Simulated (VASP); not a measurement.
# Al (P6_3/mmc) in VASP: a series of runs, part 2 of 2

VASP 6.6.1.

### Step 3. Equation of state, PBE, 16.00 Å³/atom (volume scaled by 0.96)

INCAR reads:

```
SYSTEM = Al
PREC = Accurate
ENCUT = 520
EDIFF = 1E-7
ISMEAR = -1
SIGMA = 0.05
LREAL = .FALSE.
LASPH = .TRUE.
NELM = 100
ALGO = Normal
ISIF = 2
LWAVE = .FALSE.
LCHARG = .FALSE.
GGA = PE
NBANDS = 10
```

KPOINTS reads:

```
Automatic mesh
0
G
  11 11 6
  0 0 0
```

POSCAR reads:

```
Al
1.0
    2.7744445386      0.0000000000      0.0000000000
   -1.3872222692      2.4027394518      0.0000000000
    0.0000000000      0.0000000000      4.8010736936
Al
2
Direct
    0.3333333333      0.6666666667      0.2500000000
    0.6666666667      0.3333333333      0.7500000000
```

Potentials or basis: VASP PAW PBE potentials, release 64 (Al).

The run is started by

```
$ cat potpaw_PBE.64/Al/POTCAR > POTCAR
$ mpirun -np 1 vasp_std > vasp.out
```

Run time: 10 s. Hardware: 1 thread of Intel Xeon Platinum 8488C (Sapphire Rapids), shared host; peak memory 0.15 GiB.

Results (log left out):

| Property | Result |
| --- | --- |
| Free energy | -7.4209 eV |
| Pressure | 3.5 GPa |
| Band gap on the k mesh | none (metal or under the smearing width) |

### Step 4. Equation of state, PBE, 16.34 Å³/atom (volume scaled by 0.98)

INCAR is that of step 3.

KPOINTS reads:

```
regular mesh
0
G
  11 11 6
  0 0 0
```

POSCAR reads:

```
Al
1.0
    2.7935792435      0.0000000000      0.0000000000
   -1.3967896217      2.4193105923      0.0000000000
    0.0000000000      0.0000000000      4.8341855930
Al
2
Direct
    0.3333333333      0.6666666667      0.2500000000
    0.6666666667      0.3333333333      0.7500000000
```

The run is started by

```
$ cat potpaw_PBE.64/Al/POTCAR > POTCAR
$ mpirun -np 1 vasp_std > vasp.out
```

Wall time 10 s (1 thread of Intel Xeon Platinum 8488C (Sapphire Rapids), shared host); peak memory 0.15 GiB.

It converged, with:

```
Free energy            : -7.4318 eV
Pressure               : 1.7 GPa
Band gap on the k mesh : none (metal or under the smearing width)
```

### Step 5. Equation of state, PBE, 17.00 Å³/atom (volume scaled by 1.02)

INCAR reads:

```
SYSTEM = Al
ALGO = Normal ; EDIFF = 1E-7
ENCUT = 520 ; GGA = PE
ISIF = 2 ; ISMEAR = -1
LASPH = .TRUE. ; LCHARG = .FALSE.
LREAL = .FALSE. ; LWAVE = .FALSE.
NBANDS = 10 ; NELM = 60
PREC = Accurate ; SIGMA = 0.05
```

KPOINTS reads:

```
k-points
0
G
  11 11 6
  0 0 0
```

POSCAR reads:

```
Al
1.0
    2.8310814264      0.0000000000      0.0000000000
   -1.4155407132      2.4517884355      0.0000000000
    0.0000000000      0.0000000000      4.8990817340
Al
2
Direct
    0.3333333333      0.6666666667      0.2500000000
    0.6666666667      0.3333333333      0.7500000000
```

The run is started by

```
$ cat potpaw_PBE.64/Al/POTCAR > POTCAR
$ mpirun -np 1 vasp_std > vasp.out
```

It took 12 s on 1 thread of Intel Xeon Platinum 8488C (Sapphire Rapids), shared host; peak memory 0.15 GiB.

Results (log left out):

```
Free energy            : -7.4332 eV
Pressure               : -1.3 GPa
Band gap on the k mesh : none (metal or under the smearing width)
```

### Step 6. Equation of state, PBE, 17.34 Å³/atom (volume scaled by 1.04)

INCAR reads:

```
SYSTEM = Al
ALGO = Normal
EDIFF = 1E-7
ENCUT = 520
GGA = PE
ISIF = 2
ISMEAR = -1
LASPH = .True.
LCHARG = .False.
LREAL = .False.
LWAVE = .False.
NBANDS = 10
NELM = 60
PREC = Accurate
SIGMA = 0.05
```

KPOINTS reads:

```
k-points
0
Gamma
  11 11 6
  0 0 0
```

POSCAR reads:

```
Al
1.0
    2.8494655872      0.0000000000      0.0000000000
   -1.4247327935      2.4677095857      0.0000000000
    0.0000000000      0.0000000000      4.9308948445
Al
2
Direct
    0.3333333333      0.6666666667      0.2500000000
    0.6666666667      0.3333333333      0.7500000000
```

Potentials or basis: VASP PAW PBE potentials, release 64 (Al).

The run is started by

```
$ cat potpaw_PBE.64/Al/POTCAR > POTCAR
$ mpirun -np 1 vasp_std > vasp.out
```

It took 13 s on 1 thread of Intel Xeon Platinum 8488C (Sapphire Rapids), shared host; peak memory 0.15 GiB.

It converged, with:

* Free energy: -7.4250 eV
* Pressure: -2.6 GPa
* Band gap on the k mesh: none (metal or under the smearing width)

### Step 7. Equation of state, PBE, 17.67 Å³/atom (volume scaled by 1.06)

INCAR reads:

```
PREC     = Accurate       # precision mode
ENCUT    = 520            # plane-wave cutoff, eV
EDIFF    = 1E-7           # SCF threshold, eV
ISMEAR   = -1             # smearing method
SIGMA    = 0.05           # smearing width, eV
LREAL    = False          # projectors in reciprocal space
LASPH    = True           # aspherical terms in the spheres
NELM     = 100            # most SCF steps
ALGO     = Normal         # electronic algorithm
ISIF     = 2              # what is computed and relaxed
LWAVE    = False          # write WAVECAR
LCHARG   = False          # write CHGCAR
GGA      = PE             # functional
NBANDS   = 10             # bands
```

KPOINTS reads:

```
Automatic mesh
0
Gamma
  11 11 6
```

POSCAR reads:

```
Al
1.0
    2.8676155389      0.0000000000      0.0000000000
   -1.4338077694      2.4834279049      0.0000000000
    0.0000000000      0.0000000000      4.9623026648
Al
2
Direct
    0.3333333333      0.6666666667      0.2500000000
    0.6666666667      0.3333333333      0.7500000000
```

The run is started by

```
$ cat potpaw_PBE.64/Al/POTCAR > POTCAR
$ mpirun -np 1 vasp_std > vasp.out
```

Wall time 20 s (1 thread of Intel Xeon Platinum 8488C (Sapphire Rapids), shared host); peak memory 0.15 GiB.

Results (log left out):

| Property | Result |
| --- | --- |
| Free energy | -7.4117 eV |
| Pressure | -3.8 GPa |
| Band gap on the k mesh | none (metal or under the smearing width) |

### Step 8. Equation of state, PBE

Potentials or basis: VASP PAW PBE potentials, release 64 (Al).

No new run: the results of the series are fitted here.

Results:

```
Equilibrium volume                        : 16.70 Å³/atom
Bulk modulus at fixed shape and positions : 76 GPa
Pressure derivative of the bulk modulus   : 4.4
```

Energy against volume, from the lowest point:
```
volume (Å³/atom)  energy (meV/atom)
          15.669              16.83
          16.003               7.41
          16.336               1.93
          16.669               0.00
          17.003               1.25
          17.336               5.36
          17.670              12.02
```

Caveat: the cell was scaled at fixed shape and fractional positions, which overstates the stiffness of a crystal with free parameters, most of all of layers and chains.

### Step 9. Equation of state, PBEsol, 15.67 Å³/atom (volume scaled by 0.94)

INCAR reads:

```
SYSTEM = Al
  ALGO = Normal
  EDIFF = 1E-7
  ENCUT = 520
  GGA = PS
  ISIF = 2
  ISMEAR = -1
  LASPH = .True.
  LCHARG = .False.
  LREAL = .False.
  LWAVE = .False.
  NBANDS = 10
  NELM = 60
  PREC = Accurate
  SIGMA = 0.05
```

KPOINTS reads:

```
k-points
0
Gamma
  11 11 6
  0 0 0
```

POSCAR reads:

```
Al
1.0
    2.7550421937      0.0000000000      0.0000000000
   -1.3775210968      2.3859365282      0.0000000000
    0.0000000000      0.0000000000      4.7674986532
Al
2
Direct
    0.3333333333      0.6666666667      0.2500000000
    0.6666666667      0.3333333333      0.7500000000
```

Potentials or basis: VASP PAW PBE potentials, release 64 (Al).

The run is started by

```
$ cat potpaw_PBE.64/Al/POTCAR > POTCAR
$ mpirun -np 1 vasp_std > vasp.out
```

Wall time 13 s (1 thread of AMD EPYC 7R13 (Zen 3), shared host); peak memory 0.11 GiB.

Results (log left out):

```
Free energy            : -8.1079 eV
Pressure               : 4.0 GPa
Band gap on the k mesh : none (metal or under the smearing width)
```

Caveat: the PAW data sets were made with another functional, which shifts forces and pressure a little.

### Step 10. Equation of state, PBEsol, 16.00 Å³/atom (volume scaled by 0.96)

INCAR is that of step 9.

KPOINTS is that of step 9.

POSCAR reads:

```
Al
1.0
    2.7744445386      0.0000000000      0.0000000000
   -1.3872222692      2.4027394518      0.0000000000
    0.0000000000      0.0000000000      4.8010736936
Al
2
Direct
    0.3333333333      0.6666666667      0.2500000000
    0.6666666667      0.3333333333      0.7500000000
```

The run is started by

```
$ cat potpaw_PBE.64/Al/POTCAR > POTCAR
$ mpirun -np 1 vasp_std > vasp.out
```

Run time: 19 s. Hardware: 1 thread of AMD EPYC 7R13 (Zen 3), shared host; peak memory 0.12 GiB.

It converged, with:

```yaml
Free_energy: -8.1205 eV
Pressure: 2.0 GPa
Band_gap_on_the_k_mesh: none (metal or under the smearing width)
```

Caveat: the PAW data sets were made with another functional, which shifts forces and pressure a little.

### Step 11. Equation of state, PBEsol, 16.34 Å³/atom (volume scaled by 0.98)

INCAR is that of step 10.

KPOINTS is that of step 10.

POSCAR reads:

```
Al
1.0
    2.7935792435      0.0000000000      0.0000000000
   -1.3967896217      2.4193105923      0.0000000000
    0.0000000000      0.0000000000      4.8341855930
Al
2
Direct
    0.3333333333      0.6666666667      0.2500000000
    0.6666666667      0.3333333333      0.7500000000
```

The run is started by

```
$ cat potpaw_PBE.64/Al/POTCAR > POTCAR
$ mpirun -np 1 vasp_std > vasp.out
```

Run time: 20 s. Hardware: 1 thread of AMD EPYC 7R13 (Zen 3), shared host; peak memory 0.12 GiB.

It converged, with:

| Quantity | Value |
| --- | --- |
| Free energy | -8.1253 eV |
| Pressure | 0.3 GPa |
| Band gap on the k mesh | none (metal or under the smearing width) |

Caveat: the PAW data sets were made with another functional, which shifts forces and pressure a little.

### Step 12. Equation of state, PBEsol, 17.00 Å³/atom (volume scaled by 1.02)

INCAR is that of step 11.

KPOINTS is that of step 11.

POSCAR reads:

```
Al
1.0
    2.8310814264      0.0000000000      0.0000000000
   -1.4155407132      2.4517884355      0.0000000000
    0.0000000000      0.0000000000      4.8990817340
Al
2
Direct
    0.3333333333      0.6666666667      0.2500000000
    0.6666666667      0.3333333333      0.7500000000
```

Potentials or basis: VASP PAW PBE potentials, release 64 (Al).

The run is started by

```
$ cat potpaw_PBE.64/Al/POTCAR > POTCAR
$ mpirun -np 1 vasp_std > vasp.out
```

Run time: 18 s. Hardware: 1 thread of AMD EPYC 7R13 (Zen 3), shared host; peak memory 0.12 GiB.

The run converged. Its results:

- Free energy: -8.1149 eV
- Pressure: -2.7 GPa
- Band gap on the k mesh: none (metal or under the smearing width)

Caveat: the PAW data sets were made with another functional, which shifts forces and pressure a little.

### Step 13. Equation of state, PBEsol, 17.34 Å³/atom (volume scaled by 1.04)

INCAR is that of step 12.

KPOINTS is that of step 12.

POSCAR reads:

```
Al
1.0
    2.8494655872      0.0000000000      0.0000000000
   -1.4247327935      2.4677095857      0.0000000000
    0.0000000000      0.0000000000      4.9308948445
Al
2
Direct
    0.3333333333      0.6666666667      0.2500000000
    0.6666666667      0.3333333333      0.7500000000
```

The run is started by

```
$ cat potpaw_PBE.64/Al/POTCAR > POTCAR
$ mpirun -np 1 vasp_std > vasp.out
```

It took 21 s on 1 thread of AMD EPYC 7R13 (Zen 3), shared host; peak memory 0.13 GiB.

It converged, with:

- Free energy: -8.1011 eV
- Pressure: -3.9 GPa
- Band gap on the k mesh: none (metal or under the smearing width)

Caveat: the PAW data sets were made with another functional, which shifts forces and pressure a little.

### Step 14. Equation of state, PBEsol, 17.67 Å³/atom (volume scaled by 1.06)

INCAR is that of step 13.

KPOINTS is that of step 13.

POSCAR reads:

```
Al
1.0
    2.8676155389      0.0000000000      0.0000000000
   -1.4338077694      2.4834279049      0.0000000000
    0.0000000000      0.0000000000      4.9623026648
Al
2
Direct
    0.3333333333      0.6666666667      0.2500000000
    0.6666666667      0.3333333333      0.7500000000
```

The run is started by

```
$ cat potpaw_PBE.64/Al/POTCAR > POTCAR
$ mpirun -np 1 vasp_std > vasp.out
```

Wall time 21 s (1 thread of AMD EPYC 7R13 (Zen 3), shared host); peak memory 0.13 GiB.

Results (log left out):

```yaml
Free_energy: -8.0823 eV
Pressure: -5.1 GPa
Band_gap_on_the_k_mesh: none (metal or under the smearing width)
```

Caveat: the PAW data sets were made with another functional, which shifts forces and pressure a little.

### Step 15. Equation of state, PBEsol

Potentials or basis: VASP PAW PBE potentials, release 64 (Al).

No new run: the results of the series are fitted here.

What came out:

| Item | Value |
| --- | --- |
| Equilibrium volume | 16.40 Å³/atom |
| Bulk modulus at fixed shape and positions | 80 GPa |
| Pressure derivative of the bulk modulus | 4.4 |

Energy against volume, from the lowest point:
| volume (Å³/atom) | energy (meV/atom) |
| --- | --- |
| 15.669 | 8.68 |
| 16.003 | 2.41 |
| 16.336 | 0.00 |
| 16.669 | 1.04 |
| 17.003 | 5.18 |
| 17.336 | 12.10 |
| 17.670 | 21.50 |

Caveat: the cell was scaled at fixed shape and fractional positions, which overstates the stiffness of a crystal with free parameters, most of all of layers and chains; the PAW data sets were made with another functional, which shifts forces and pressure a little.
